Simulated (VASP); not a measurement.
A run of VASP 6.6.1:

INCAR

```
PREC     = Accurate       # precision mode
ENCUT    = 520            # plane-wave cutoff, eV
EDIFF    = 1E-7           # SCF threshold, eV
ISMEAR   = 0              # smearing method
SIGMA    = 0.1            # smearing width, eV
LREAL    = F              # projectors in reciprocal space
LASPH    = T              # aspherical terms in the spheres
NELM     = 150            # most SCF steps
ALGO     = Normal         # electronic algorithm
ISIF     = 2              # what is computed and relaxed
LWAVE    = F              # write WAVECAR
LCHARG   = T              # write CHGCAR
ISPIN    = 2              # spin polarisation
MAGMOM   = 7.28 0         # initial moments
LORBIT   = 11             # projections on sites
LMAXMIX  = 6              # l up to which the mixer works
GGA      = PE             # functional
LELF     = T              # ELF
LVHAR    = T            
NBANDS   = 22             # bands
```

Contents of KPOINTS:

```
regular mesh
0
Gamma
  6 6 6
```

POSCAR

```
EuO
1.0
    0.0000000000      2.5719500000      2.5719500000
    2.5719500000      0.0000000000      2.5719500000
    2.5719500000      2.5719500000      0.0000000000
Eu O
1 1
Direct
    0.0000000000      0.0000000000      0.0000000000
    0.5000000000      0.5000000000      0.5000000000
```

Potentials or basis: VASP PAW PBE potentials, release 64 (Eu, O).

Command:

```sh
$ cat potpaw_PBE.64/Eu/POTCAR potpaw_PBE.64/O/POTCAR > POTCAR
$ mpirun -np 1 vasp_std > vasp.out
```

Hardware: 1 thread of Intel(R) Xeon(R) Platinum 8488C (Sapphire Rapids), with other jobs on the host.

Problem. Estimate the wall time of this run.

Solution. Run time: 49 s on 1 thread of Intel(R) Xeon(R) Platinum 8488C (Sapphire Rapids) (shared host), peak memory 0.19 GiB. Counts: scf iterations 19, k points 16.
